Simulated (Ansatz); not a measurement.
Crystal: ZrSe2.

```xyz
3
Lattice="3.7980 0.0000 0.0000 -1.8990 3.2892 0.0000 0.0000 0.0000 6.1920" Properties=species:S:1:pos:R:3 pbc="T T T"
Zr    0.0000    0.0000    0.0000
Se    1.8990    1.0964    4.6440
Se    0.0000    2.1928    1.5480
```

```yaml
Program: Ansatz 0.2.0
Task: relaxation of cell and atoms
Functional: HSE06
Potentials_or_basis: Ansatz PAW
Cutoff: "420 eV (not typed: the program's choice for these potentials)"
k_mesh: 4 × 4 × 3
Occupations: fermi-dirac, width 0.05 eV
Spin: no spin polarisation
```

At the start: volume 25.78 Å³/atom.

Where does the relaxation end?

It ends after 8 steps and the volume is 28.18 Å³/atom (+9.3 %); space group P-3m1 (No. 164, to 0.05 Å).

The path:
```
step  energy change (eV)  largest force (eV/Å)  volume (Å³)
   1              0.0000                0.0327        77.35
   2             -0.0103                0.0487        82.08
   3             -0.0188                0.0521        82.32
   4             -0.0200                0.0473        83.14
   5             -0.0204                0.0084        83.75
   6             -0.0205                0.0009        84.27
   7             -0.0205                0.0007        84.55
   8             -0.0218                0.0012        84.55
```

Final structure:
```yaml
crystal:
  lattice:
    - [3.81263, 0.00000, 0.00000]
    - [-1.90632, 3.30183, 0.00000]
    - [0.00000, 0.00000, 6.71655]
  atoms:
    - { symbol: Zr, position: [0.00000, 0.00000, 0.00000] }
    - { symbol: Se, position: [0.66667, 0.33333, 0.76897] }
    - { symbol: Se, position: [0.33333, 0.66667, 0.23103] }
```

Caveat: the k mesh is coarse (spacing up to 0.48 Å⁻¹), so the values aren't converged, least of all with exact exchange; the plane-wave basis is chosen anew once the cell has moved, so the energies of steps on either side of that aren't comparable; this functional lacks dispersion, which binds the layers, so the pressure and a relaxed spacing across them are unreliable; the PAW data sets come from PBE, with cores solved anew for the run's functional, which leaves a small shift of forces and pressure.
